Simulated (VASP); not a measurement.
# KCl in VASP 6.6.1, single-point calculation

INCAR

```
NELM = 93
LASPH = .TRUE.
ISMEAR = -5
IBRION = -1
SIGMA = 0.1
LREAL = .FALSE.
ISIF = 2
LCHARG = .FALSE.
GGA = PE
EDIFF = 1E-7
PREC = Accurate
ENCUT = 200
NBANDS = 15
NSW = 0
LWAVE = .FALSE.
```

KPOINTS

```
KPOINTS created by Atomic Simulation Environment
0
Gamma
6 6 6
0 0 0
```

POSCAR

```
K  Cl
 1.0000000000000000
    -0.0519077859000000    3.4553750464999999    3.4553750464999999
     3.4553750464999999   -0.0519077859000000    3.4553750464999999
     3.4553750464999999    3.4553750464999999   -0.0519077859000000
 K   Cl
   1   1
Cartesian
 -0.0123186203254604 -0.0123186203254604 -0.0123186203254604
  1.7270291971004603  1.7270291971004603  1.7270291971004603
```

The recommended PBE PAW datasets give the neutral cell 16 valence electrons.

Command

```
mpirun -np 1 vasp_std
```

Task: Predict the outcome of this run.

Result: It converged. Results: gap between bands v and c on the k mesh 4.81 eV; least direct gap on the k mesh 4.85 eV; pressure -4.0 GPa. Band v is the last that the valence electrons fill when counted band by band, and c is the next.

OSZICAR

```
N       E                     dE             d eps       ncg     rms          rms(c)
DAV:   1     0.489948836036E+02    0.48995E+02   -0.41274E+03  1048   0.440E+02
DAV:   2    -0.424147127730E+01   -0.53236E+02   -0.50893E+02  1330   0.140E+02
DAV:   3    -0.694986533255E+01   -0.27084E+01   -0.27026E+01  1298   0.281E+01
DAV:   4    -0.703852718409E+01   -0.88662E-01   -0.88652E-01  1429   0.522E+00
DAV:   5    -0.704077902599E+01   -0.22518E-02   -0.22518E-02  1391   0.641E-01    0.792E+00
DAV:   6    -0.662873431939E+01    0.41204E+00   -0.54964E-01  1233   0.331E+00    0.605E+00
DAV:   7    -0.659478929831E+01    0.33945E-01   -0.23544E-01  1282   0.234E+00    0.232E+00
DAV:   8    -0.661291498080E+01   -0.18126E-01   -0.31332E-02  1163   0.102E+00    0.159E-01
DAV:   9    -0.661662621813E+01   -0.37112E-02   -0.26872E-03  1135   0.270E-01    0.161E-01
DAV:  10    -0.661863995565E+01   -0.20137E-02   -0.11972E-03   960   0.179E-01    0.480E-02
DAV:  11    -0.661864709795E+01   -0.71423E-05   -0.12925E-04  1254   0.608E-02    0.235E-02
DAV:  12    -0.661865755030E+01   -0.10452E-04   -0.21668E-05   967   0.292E-02    0.751E-03
DAV:  13    -0.661865820248E+01   -0.65218E-06   -0.13134E-06  1219   0.603E-03    0.162E-03
DAV:  14    -0.661865836386E+01   -0.16138E-06   -0.10845E-07   947   0.198E-03    0.826E-04
DAV:  15    -0.661865839646E+01   -0.32597E-07   -0.12208E-08   879   0.722E-04
   1 F= -.66186584E+01 E0= -.66186584E+01  d E =0.000000E+00
```

Standard output (part)

```
POSCAR found type information on POSCAR K Cl
 POSCAR found :  2 types and       2 ions
 LDA part: xc-table for (Slater+PW92), standard interpolation
 POSCAR, INCAR and KPOINTS ok, starting setup
 WAVECAR not read
 entering main loop
```

These settings aren't sound, so the numbers aren't properties of the crystal.

On sound settings PBE gives a gap of 4.81 eV on its mesh and a pressure of 0.6 GPa for the intended cell.
